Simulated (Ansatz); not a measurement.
# In3GaP4 (ordered model alloy, started on the GaP lattice) (Amm2): band gap by G0W0 on HSE06, part 2 of 2

Wanted: the gap of In3GaP4 (ordered model alloy, started on the GaP lattice) (Amm2) with a many-body correction, and the time that it takes.

Ansatz 0.2.0; HSE06, then G0W0 on it, plane waves, PAW. Known limits of the many-body steps: finite bands, screening cutoff and k mesh; no spin-orbit coupling in G0W0; d shells not analysed; folded zone.

So far. Step 2 (HSE06 levels on the mesh and at listed points): Over mesh and listed points the gap is 1.588 eV, in a supercell, where edges may be folded.

In doubt: masses and optical values from hybrid runs of this build are listed as unsure (step 3), which bears on the screening that GW takes from such a start.

### 3. One-shot GW

G0W0 replaces the xc potential by a self-energy built once from the orbitals of the start. Levels are corrected in the window of bands that the input names, at points of the mesh.

This step: G0W0 on HSE06, plane waves, PAW; PAW set soft_1.

input.yaml

```yaml
crystal:
  lattice:
    - [0.0, 5.721329032, -5.721329032]
    - [5.728351558, 5.7170704609, -0.0042585711]
    - [5.728351558, 0.0042585711, -5.7170704609]
  atoms:
    - { symbol: In, position: [0.0008364401, 7.88403e-05, 7.88403e-05] }
    - { symbol: In, position: [0.0009457035, 0.4990542965, -0.0009457035] }
    - { symbol: Ga, position: [0.5000326115, 0.4999673885, -3.26115e-05] }
    - { symbol: In, position: [0.4990058793, 7.88403e-05, 7.88403e-05] }
    - { symbol: In, position: [0.0008364401, 0.5000788403, 0.5000788403] }
    - { symbol: In, position: [0.0009457035, -0.0009457035, 0.4990542965] }
    - { symbol: Ga, position: [0.5000326115, -3.26115e-05, 0.4999673885] }
    - { symbol: In, position: [0.4990058793, 0.5000788403, 0.5000788403] }
    - { symbol: P, position: [0.8585354847, 0.3804661351, 0.8804661351] }
    - { symbol: P, position: [0.8750773538, 0.8749226462, 0.8749226462] }
    - { symbol: P, position: [0.3850342821, 0.8649657179, 0.8649657179] }
    - { symbol: P, position: [0.3805322451, 0.3804661351, 0.8804661351] }
    - { symbol: P, position: [0.8585354847, 0.8804661351, 0.3804661351] }
    - { symbol: P, position: [0.8750773538, 0.3749226462, 0.3749226462] }
    - { symbol: P, position: [0.3850342821, 0.3649657179, 0.3649657179] }
    - { symbol: P, position: [0.3805322451, 0.8804661351, 0.3804661351] }
kpoints:
  mp_grid: { grid: [2, 2, 2] }
hamiltonian:
  xc: hse06
  pseudopotentials: { kind: paw, azcp: { folder: soft_1 } }
scf:
  occupations: { method: fixed }
gw:
  n_empty_bands: 487
  ecut_chi: 69
  qp_bands: [v4, c4]
  qp_kpoints: band_edges
  screening: { model: contour_deformation }
```

Started as:

```
> ansatz run input.yaml --threads 4 --pin off --max-ram 17510MiB --backend cpu --events-out ev --progress --plain --runs-dir out
```

Numbers of over 12 decimals in the logs are rounded to 6 here.

What it wrote:

```text
[...]
Crystal: 16 atoms, lattice volume = 374.461 Å³
Basis set: ecut = 420 eV, 7391 PW (Γ)
Bands: 88, of which v1, the nominal top of the filled ones, is band 72 counted from 1 (71 counted from 0)
Symmetry: 8 space group operations
[...]
k-points: 5 of 8
[...]
SCF iter   1: F=—  HF=-47203.411605 eV  |F-HF|=—  |Δ(HF+E_count)|=         —  Δρ=3.86e-2  dr2=7.19e0  ethr=1.00e-1  ⟨swp⟩=5.0  Hψ=1381  notcnv=0
[...]
SCF iter   5: F=—  HF=-47201.897590 eV  |F-HF|=—  |Δ(HF+E_count)|=   2.06e-2  Δρ=8.76e-4  dr2=4.77e-3  ethr=2.85e-6  ⟨swp⟩=4.6  Hψ=2408  notcnv=0  defer=1
eigensolver tolerance schedule calibrated: the retry pair's looser diagonalisation under-reported the residual by θ = 0.14 (0.10/decade); ethr = c·dr2/N_el runs at the constant in force after the calibration composes with the one it found (an armed cap, an earlier calibration), c = 9.8e-2
SCF iter   6: F=—  HF=-47201.896733 eV  |F-HF|=—  |Δ(HF+E_count)|=   8.58e-4  Δρ=3.45e-4  dr2=2.31e-4  ethr=2.85e-6  ⟨swp⟩=3.6  Hψ=1136  notcnv=0
[...]
SCF iter   8: F=-47201.896852 eV  HF=-47201.896855 eV  |F-HF|=3.21e-6  |Δ(HF+E_count)|=   1.09e-5  Δρ=3.35e-5  dr2=6.28e-6  ethr=4.91e-8  ⟨swp⟩=4.0  Hψ=1205  notcnv=0
SCF 1 stopped early in 8 iterations: F = -47201.896852 eV  dr2 = 6.28e-6
[...]
Frozen-core exchange: fock
SCF iter   1: F=—  HF=-47231.368004 eV  |F-HF|=—  |Δ(HF+E_count)|=         —  Δρ=7.83e-3  dr2=1.08e-1  ethr=4.36e-8  ⟨swp⟩=11.8  Hψ=3619  notcnv=0
[...]
SCF iter   7: F=-47231.373723 eV  HF=-47231.373724 eV  |F-HF|=1.52e-6  |Δ(HF+E_count)|=   3.24e-5  Δρ=2.96e-5  dr2=9.03e-6  ethr=4.36e-8  ⟨swp⟩=3.0  Hψ=1164  notcnv=0
SCF 2 stopped early in 7 iterations: F = -47231.373723 eV  dr2 = 9.03e-6
hybrid outer 1: dexx = +5.479e-2 eV, tail = 1.18e-4 eV
[...]
Frozen-core exchange: fock
SCF iter   1: F=—  HF=-47231.372242 eV  |F-HF|=—  |Δ(HF+E_count)|=         —  Δρ=3.93e-5  dr2=5.64e-6  ethr=4.10e-7  ⟨swp⟩=4.0  Hψ=1134  notcnv=0
[...]
SCF iter   4: F=-47231.372245 eV  HF=-47231.372245 eV  |F-HF|=1.06e-9  |Δ(HF+E_count)|=   1.56e-7  Δρ=2.90e-6  dr2=2.85e-8  ethr=1.73e-10  ⟨swp⟩=3.4  Hψ=1244  notcnv=0
SCF 3 converged in 4 iterations: F = -47231.372245 eV  dr2 = 2.85e-8
[...]
NSCF: frozen V_eff on 5 k-points
Exchange-term sweep: 0 of 5 (spin, k) points
Exchange-term sweep: 1 of 5 (spin, k) points
Exchange-term sweep: 2 of 5 (spin, k) points
Exchange-term sweep: 3 of 5 (spin, k) points
Exchange-term sweep: 4 of 5 (spin, k) points
Exchange-term sweep: 5 of 5 (spin, k) points
G₀W₀ screening: q 1/5
[... further progress lines ...]
[...]
Free energy (F): -47231.372245 eV
Frozen-core exchange: fock
[...]
Internal energy: -47231.372245 eV  (E = F + TS)
E sigma→0 (E₀):  -47231.372245 eV
Fermi energy:    6.985077 eV
[...]
--- Band table (eV; the first three rows and the last of 5) ---
  k-point 0: bands = [... 68 lower, 5.9909, 6.9168, 6.9308, 6.9851, 8.5728, 9.0999, 9.1063, 9.1922, ... 4 higher]
  k-point 1: bands = [... 68 lower, 6.3052, 6.3052, 6.3090, 6.3090, 9.5271, 9.5271, 10.1542, 10.1542, ... 4 higher]
  k-point 2: bands = [... 68 lower, 5.5688, 5.7500, 5.9051, 5.9114, 9.7900, 9.9932, 10.5641, 10.6493, ... 4 higher]
  k-point 4: bands = [... 68 lower, 5.7044, 5.7044, 5.8761, 5.8761, 9.9614, 9.9614, 10.6925, 10.6925, ... 4 higher]
  guard bands above this table: 8 of the run's 88 bands. The solve was not asked for them (output.publish_guard_bands: true or output.eigenvalues: true publishes all)
--- G₀W₀: contour deformation, 6 samples at zero and on the imaginary axis and 1 off it, 8 q-points, 487 empty bands' worth ---
  eigenvalues of the whole cell's RPA ε∞ on this k-mesh (on a slab, of 1 + 4πα/V) = 12.3273, 12.3900, 12.4995; static W/v taken at q = 0 is 0.080610
  bands read: the sum over 559 bands ends inside a degenerate multiplet in 2 slots, whose members it reads at an even weight; the widest, k=1: bands 559 to 560 (counted from 1) at 1/2 each
  gw.qp_kpoints: band_edges: 5 of 5 stored k-points solved, in 1 pass; an edge of the gap read off the rows below is read off those points alone
    ik  band        ε_KS         Σx   Σc(E_QP)       V_xc       Z   E_QP_lin       E_QP  E_QP is
     0    69      5.9909   -16.5114     1.8437   -14.7396  0.7772     6.0627     6.0627  root
     0    70      6.9168   -16.9992     1.5947   -15.4948  0.7825     7.0069     7.0071  root
     0    71      6.9308   -17.0834     1.6115   -15.5651  0.7823     7.0239     7.0240  root
     0    72      6.9851   -17.1142     1.6138   -15.5979  0.7824     7.0826     7.0827  root
     0    73      8.5728    -9.3460    -3.6730   -13.2550  0.7958     8.8095     8.8088  root
     0    74      9.0999    -8.3771    -3.6726   -12.2311  0.7991     9.2819     9.2814  root
     0    75      9.1063    -6.9424    -3.6088   -10.5684  0.8040     9.1235     9.1235  root
     0    76      9.1922    -7.1414    -3.6096   -10.7819  0.8034     9.2232     9.2231  root
     1    69      6.3052   -16.6504     1.7281   -14.9971  0.7799     6.3800     6.3801  root
     1    70      6.3052   -16.6504     1.7281   -14.9971  0.7799     6.3800     6.3801  root
     1    71      6.3090   -16.6650     1.7289   -15.0114  0.7800     6.3843     6.3844  root
     1    72      6.3090   -16.6650     1.7289   -15.0114  0.7800     6.3843     6.3844  root
     1    73      9.5271    -8.2289    -3.7625   -12.1606  0.7965     9.6966     9.6962  root
     1    74      9.5271    -8.2289    -3.7625   -12.1606  0.7965     9.6966     9.6962  root
     1    75     10.1542    -7.3650    -3.7897   -11.2350  0.7994    10.2345    10.2344  root
     1    76     10.1542    -7.3650    -3.7897   -11.2350  0.7994    10.2345    10.2344  root
     2    69      5.5688   -16.4149     1.8830   -14.5926  0.7761     5.6295     5.6296  root
     2    70      5.7500   -16.4684     1.8800   -14.6566  0.7773     5.8181     5.8182  root
     2    71      5.9051   -16.3713     1.8164   -14.6199  0.7773     5.9701     5.9702  root
     2    72      5.9114   -16.3674     1.8165   -14.6162  0.7773     5.9765     5.9766  root
     2    73      9.7900    -7.1395    -3.7539   -11.0026  0.7960     9.8995     9.8992  root
     2    74      9.9932    -6.9832    -3.7284   -10.8031  0.8007    10.0849    10.0847  root
     2    75     10.5641    -7.8785    -3.9386   -11.9762  0.7921    10.7236    10.7232  root
     2    76     10.6493    -7.1575    -3.8719   -11.1095  0.7956    10.7294    10.7293  root
     3    69      6.0994   -16.5598     1.7452   -14.8770  0.7787     6.1617     6.1618  root
     3    70      6.2102   -16.5812     1.7427   -14.9059  0.7790     6.2776     6.2777  root
     3    71      6.4442   -16.7215     1.7085   -15.0976  0.7808     6.5288     6.5289  root
     3    72      6.4555   -16.7261     1.7137   -15.0976  0.7806     6.5407     6.5408  root
     3    73      9.2387    -8.4131    -3.7241   -12.3331  0.7945     9.4351     9.4346  root
     3    74      9.9344    -6.9859    -3.7203   -10.7710  0.7989     9.9992     9.9992  root
     3    75      9.9469    -7.1983    -3.7828   -11.0455  0.7984    10.0113    10.0112  root
     3    76      9.9922    -8.3086    -3.8643   -12.3375  0.7983    10.1572    10.1568  root
     4    69      5.7044   -16.3877     1.8738   -14.5780  0.7764     5.7684     5.7685  root
     4    70      5.7044   -16.3877     1.8738   -14.5780  0.7764     5.7684     5.7685  root
     4    71      5.8761   -16.4168     1.8210   -14.6607  0.7779     5.9410     5.9411  root
     4    72      5.8761   -16.4168     1.8210   -14.6607  0.7779     5.9410     5.9411  root
     4    73      9.9614    -6.9096    -3.7371   -10.7296  0.8005    10.0443    10.0442  root
     4    74      9.9614    -6.9096    -3.7371   -10.7296  0.8005    10.0443    10.0442  root
     4    75     10.6925    -7.7428    -3.9492   -11.8302  0.7905    10.8310    10.8307  root
     4    76     10.6925    -7.7428    -3.9492   -11.8302  0.7905    10.8310    10.8307  root
```

Wall time 12 min (4 threads of Arm Neoverse V1, shared host); peak memory 4.1 GiB.

Numbers from this step:

```
bands summed                                    : 559
RPA ε∞ on this mesh (eigenvalues)               : 12.33, 12.39, 12.50
plane waves in the screening matrix             : 531
q-points in the mesh                            : 8
G0W0 gap over the corrected points              : 1.726 eV
k of the valence top                            : 0, 0, 0
k of the conduction bottom                      : 0, 0, 0
starting gap on the mesh                        : 1.588 eV
Z at the valence top                            : 0.7824
Z at the conduction bottom                      : 0.7958
least direct G0W0 gap over the corrected points : 1.726 eV
```

Over all 5 irreducible mesh points the G0W0 gap is 1.726 eV, in a supercell, where edges may be folded. The HSE06 gap of this run on the mesh is 1.588 eV. The two states that bound the G0W0 gap lie that far apart at the start, so the correction of the gap is 1.726 − 1.588 = +0.138 eV.

Labels follow the order of the start: v1 is the top filled band, c1 the lowest empty one; levels that stay degenerate share a row, the window can cut a multiplet, doubted levels are not marked in this list, bands outside the window were not corrected, and the list may be a part of the corrected levels. The levels before and after the correction (eV, zero at the valence-band top of each column):

|  | conduction bottom | valence top |
| --- | --- | --- |
| HSE06 | 1.59 | 0.00 |
| G0W0 | 1.73 | 0.00 |

|  | level | occupation | energy (eV) |
| --- | --- | --- | --- |
| HSE06 | Γ v4 | 2 | -0.994 |
| HSE06 | Γ v3 | 2 | -0.068 |
| HSE06 | Γ v2 | 2 | -0.054 |
| HSE06 | Γ v1 | 2 | 0.000 |
| HSE06 | Γ c1 | 0 | 1.588 |
| HSE06 | Γ c2 | 0 | 2.115 |
| HSE06 | Γ c3 | 0 | 2.121 |
| HSE06 | Γ c4 | 0 | 2.207 |
| G0W0 | Γ v4 | 2 | -1.020 |
| G0W0 | Γ v3 | 2 | -0.076 |
| G0W0 | Γ v2 | 2 | -0.059 |
| G0W0 | Γ v1 | 2 | 0.000 |
| G0W0 | Γ c1 | 0 | 1.726 |
| G0W0 | Γ c2 | 0 | 2.199 |
| G0W0 | Γ c3 | 0 | 2.041 |
| G0W0 | Γ c4 | 0 | 2.140 |

The parts of the quasiparticle energy for the two states that bound the G0W0 gap, in eV on the run's own scale (QP = start + Σx + Σc − Vxc, with Σc at the quasiparticle energy):

| edge | k | band | start | Σx | Σc | Vxc | Z | QP |
| --- | --- | --- | --- | --- | --- | --- | --- | --- |
| valence top | Γ | 72 | 6.985 | −17.114 | 1.614 | −15.598 | 0.782 | 7.083 |
| conduction bottom | Γ | 73 | 8.573 | −9.346 | −3.673 | −13.255 | 0.796 | 8.809 |

For a hybrid start, Vxc holds its share of exact exchange.

### 4. Side by side

Each gap is the least one over the points named; times are wall times on shared hosts, not benchmarks. A G0W0 time includes the run's own self-consistent start. Runs with listed points see these and the mesh alone, so an edge that moves elsewhere is missed.

| level | mesh | files, cutoff | bands summed, screening | points | gap (eV) | valence top | conduction bottom | least direct gap (eV) | time |
| --- | --- | --- | --- | --- | --- | --- | --- | --- | --- |
| HSE06 | 2×2×2 | soft_1 PAW, 420 eV | - | mesh and listed points | 1.588 | Γ | Γ | 1.588 | 2.2 min |
| G0W0@HSE06 | 2×2×2 | soft_1 PAW, 420 eV | 559, 69 eV | all 5 irreducible mesh points | 1.726 | Γ | Γ | 1.726 | 12 min |

### 5. Results

- HSE06 gap over mesh and listed points: 1.588 eV, in a supercell, where edges may be folded
- G0W0@HSE06 gap over all 5 irreducible mesh points: 1.726 eV, in a supercell, where edges may be folded
- GW settings: 2×2×2 mesh, 487 empty bands, screening to 69 eV, PAW set soft_1 files
- known limits: finite bands, screening cutoff and k mesh; no spin-orbit coupling in G0W0; d shells not analysed; folded zone

In words: Over all 5 irreducible mesh points the G0W0 gap is 1.726 eV, in a supercell, where edges may be folded. The HSE06 gap of this run on the mesh is 1.588 eV. The two states that bound the G0W0 gap lie that far apart at the start, so the correction of the gap is 1.726 − 1.588 = +0.138 eV. The valence state moves by 7.083 − 6.985 = +0.098 eV and the conduction state by 8.809 − 8.573 = +0.236 eV, on the run's own scale; how far single levels stand from their limit in bands is not shown. No level off the mesh was corrected, so the G0W0 gap over the whole zone is not known from these runs. No second run with other bands and screening cutoff is shown, so the distance to the basis limit is not known. On another start, G0W0@LDA runs of this series (2×2×2 mesh, soft_1 PAW; not shown as steps) give 1.153 eV with 337 bands and 46 eV and 1.218 eV with 1120 bands and 115 eV. The program doubts an edge level of G0W0@LDA with 337 bands (2×2×2, soft_1 PAW). G0W0 on other starts in this series, not shown as steps and not all at these settings: 1.153 eV on LDA (2×2×2, soft_1 PAW, 337 bands, 46 eV). The program doubts an edge level of G0W0@LDA with 337 bands (2×2×2, soft_1 PAW). Two runs of this series at another level, not shown as steps, test spin-orbit coupling. LDA+SOC against LDA: 0.531 − 0.548 = −0.017 eV, with the same mesh, set of files (read in its fully relativistic form for the spin-orbit run) and cutoff, and both edges at the same k points. The spin-orbit run sees mesh and listed points alone, so its gap is an upper bound: the coupling can move an edge off these points, the more so as this crystal has no centre of inversion, and the change over the zone, its sign included where it is small, is not known. What spin-orbit coupling does to the G0W0 levels was not computed, so no sum with the G0W0 gap is formed. The G0W0 runs are scalar-relativistic. One-shot GW is known to converge slowly in bands for compounds with shallow d shells. The cell holds Ga and In; the filling of the d shell and its place against the gap were not analysed here. The cell of 16 atoms is not primitive: within 0.02 Å a cell of 8 atoms repeats. Its zone is folded, so k points refer to this cell and don't show whether the crystal's gap is direct. No pair of G0W0 runs that differ in the mesh alone is shown (2×2×2 is a supercell whose nearest images lie 16 Å apart), so the error from the mesh is not known here. G0W0 is shown with one set of atomic data (soft_1 PAW), so the error from the files is not known here.

[Paths, hosts, dates, memory and timing lines, banners, echoed tables and standing remarks are left out of the program output.]

[Logs are printed without paths, hosts, clocks, repeated set-up lines and the standing remarks that a program may print on its own settings, such as how far it seeks lower states.]

[Runs of the session that timed out or met a known fault of the program may be left out.]

[Cells called generated may have been cut or substituted from an entry of the Crystallography Open Database or the Materials Project.]

[Hosts, paths, dates, database ids (printed as entryN), source tags and the programs' standing remarks are cut or masked in the printed files.]

[Where an RPA ε∞ is given, it is that of the G0W0 mesh and is not shown converged in it. Names of k-points follow the symmetry that the program found, which can be lower than the space group named. Band edges on a path are those of the sampled points; other points can move an edge, and change direct to indirect where valleys lie close.]

[Hybrid gaps are those of their k-mesh and are not shown converged in it.]
